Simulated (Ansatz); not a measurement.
Planning a run of Ansatz 0.2.0 on Si5BPC5 (zincblende [110] superlattice). The input:

```yaml
crystal:
  lattice:
    - [3.1040577841, 0.0, 0.0]
    - [0.0, 4.4176228457, 1.0201e-06]
    - [0.0, 2.1064e-06, 9.314878733]
  atoms:
    - { symbol: B, position: [0.0, -0.0630640916, 0.0879521971] }
    - { symbol: P, position: [0.5, 0.1993212599, 0.0879523913] }
    - { symbol: Si, position: [0.5, 0.5206301293, 0.2680755177] }
    - { symbol: C, position: [0.0, 0.7590498563, 0.2506720883] }
    - { symbol: Si, position: [0.0, 0.0104186421, 0.4199577957] }
    - { symbol: C, position: [0.5, 0.258045131, 0.425786261] }
    - { symbol: Si, position: [0.5, 0.5090538712, 0.5879529891] }
    - { symbol: C, position: [0.0, 0.7584025738, 0.5879516152] }
    - { symbol: Si, position: [0.0, 0.0104173392, 0.7559473757] }
    - { symbol: C, position: [0.5, 0.2580448968, 0.750119737] }
    - { symbol: Si, position: [0.5, 0.5206316804, 0.9078289643] }
    - { symbol: C, position: [0.0, 0.7590487117, 0.9252326099] }
kpoints:
  mp_grid: { grid: [4, 4, 2] }
hamiltonian:
  xc: pbesol
  pseudopotentials: { kind: paw, azcp: { folder: soft_1 }, xc_functional: pbe }
scf:
  occupations: { method: fixed }
gw:
  n_empty_bands: 84
  ecut_chi: 44
  qp_bands: [v4, c4]
  qp_kpoints: band_edges
  screening: { model: contour_deformation }
```

```sh
ansatz run input.yaml --threads 4 --pin off --max-ram 17510MiB --backend cpu --events-out ev --progress --plain --runs-dir out
```

Question: How long will it take on 4 threads of Arm Neoverse V1, shared host, and how much memory?

It took 35 s; on shared hardware allow 18 s to 71 s. Peak host memory was 0.65 GiB. The sizes that set the cost: 2479 plane waves a state, 18 irreducible k points, 108 bands summed, 85 plane waves in the screening and 8 SCF cycles.

The screening grows as filled bands × empty bands × pairs of k points, times the square of the screening basis for the matrix.

[Paths, hosts, dates, memory and timing lines, banners, echoed tables and standing remarks are left out of the program output.]

[Logs are printed without paths, hosts, clocks, repeated set-up lines and the standing remarks that a program may print on its own settings, such as how far it seeks lower states.]

[Runs of the session that timed out or met a known fault of the program may be left out.]

[Cells called generated may have been cut or substituted from an entry of the Crystallography Open Database or the Materials Project.]

[Hosts, paths, dates, database ids (printed as entryN), source tags and the programs' standing remarks are cut or masked in the printed files.]
